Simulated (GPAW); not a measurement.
Here is a GPAW 26.7.0 calculation.

run.py

```python
from ase.calculators.mixing import SumCalculator
from ase.eos import EquationOfState
from ase.io import Trajectory, read
from ase.units import GPa
from dftd3.ase import DFTD3
from gpaw import GPAW, PW

atoms = read('Si.cif')

traj = Trajectory('eos.traj', 'w')
volumes, energies = [], []
for x in [0.94, 0.96, 0.98, 1.0, 1.02, 1.04, 1.06]:
    a = atoms.copy()
    a.set_cell(atoms.cell * x**(1 / 3), scale_atoms=True)
    calc = GPAW(mode=PW(600),
                xc='PBE',
                kpts={'size': (8, 8, 8), 'gamma': True},
                occupations={'name': 'fermi-dirac', 'width': 0.05},
                nbands=11,
                convergence={'density': 1e-05, 'energy': 1e-05},
                maxiter=150,
                txt=f'eos-{x:.2f}.txt')
    a.calc = SumCalculator([calc, DFTD3(method='pbe', damping='d3zero')])
    energies.append(a.get_potential_energy())
    volumes.append(a.get_volume())
    p = -a.get_stress()[:3].mean() / GPa
    calc.write(f'eos-{x:.2f}.gpw')
    traj.write(a)
    print(f'{x:.2f} {volumes[-1]:10.4f} A^3 {energies[-1]:14.6f} eV {p:9.3f} GPa', flush=True)

v0, e0, B = EquationOfState(volumes, energies, eos='birchmurnaghan').fit()
print(f'V0 = {v0:.4f} A^3, E0 = {e0:.6f} eV, B0 = {B / GPa:.2f} GPa')
```

Contents of Si.cif:

```cif
data_Si
_cell_length_a 3.84927886
_cell_length_b 3.84927886
_cell_length_c 3.84927886
_cell_angle_alpha 60.00000000
_cell_angle_beta 60.00000000
_cell_angle_gamma 60.00000000
_space_group_name_H-M_alt 'P1'
_space_group_name_Hall 'P 1'
_space_group_IT_number 1
loop_
_space_group_symop_operation_xyz
'x,y,z'
loop_
_atom_site_label
_atom_site_type_symbol
_atom_site_symmetry_multiplicity
_atom_site_Wyckoff_symbol
_atom_site_fract_x
_atom_site_fract_y
_atom_site_fract_z
_atom_site_occupancy
Si1 Si 1 a 0.5000000000 0.5000000000 0.5000000000 1
Si2 Si 1 a 0.7500000000 0.7500000000 0.7500000000 1
```

Potentials or basis: GPAW PAW data sets (gpaw-data 1.2.1), pw.

Launch:

```console
$ OMP_NUM_THREADS=1 python run.py
```

(1) Estimate the equilibrium volume.

(2) What does it give for the pressure derivative of the bulk modulus?

(3) Estimate the bulk modulus.

## Answers

(1) 20.35 Å³/atom.

(2) 4.7.

(3) 88 GPa.
